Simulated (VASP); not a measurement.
Input of a VASP 6.6.1 run:

INCAR

```
SYSTEM = CoSi
  PREC = Accurate
  ENCUT = 600
  EDIFF = 1E-7
  ISMEAR = 1
  SIGMA = 0.1
  LREAL = .False.
  LASPH = .True.
  NELM = 80
  ALGO = Normal
  ISIF = 3
  LWAVE = .False.
  LCHARG = .False.
  GGA = PS
  IBRION = 2
  NSW = 90
  EDIFFG = -0.005
  KPAR = 4
```

KPOINTS

```
regular mesh
0
Gamma
  8 8 8
  0 0 0
```

Contents of POSCAR:

```
CoSi                                    
1.0
    4.3865828305      0.0000000000     -0.0000000000
    0.0000000000      4.3865828305     -0.0000000000
    0.0000000000      0.0000000000      4.3865828305
  Co              Si            
     4     4
Direct
     0.1457490871223947    0.1457490871223947    0.1457490871223947
     0.3542509128776052    0.8542509128776052    0.6457490871223948
     0.6457490871223948    0.3542509128776052    0.8542509128776052
     0.8542509128776052    0.6457490871223948    0.3542509128776052
     0.8433334726077052    0.8433334726077052    0.8433334726077052
     0.6566665273922948    0.1566665273922948    0.3433334726077051
     0.3433334726077051    0.6566665273922948    0.1566665273922948
     0.1566665273922948    0.3433334726077051    0.6566665273922948
```

Potentials or basis: VASP PAW PBE potentials, release 64 (Co, Si).

Command:

```console
$ cat potpaw_PBE.64/Co/POTCAR potpaw_PBE.64/Si/POTCAR > POTCAR
$ mpirun -np 4 vasp_std > vasp.out
```

(1) Estimate the band gap on the k mesh.

## Answers

(1) none (metal or under the smearing width).

Caveat: the relaxation stopped at its first step, so nothing moved.
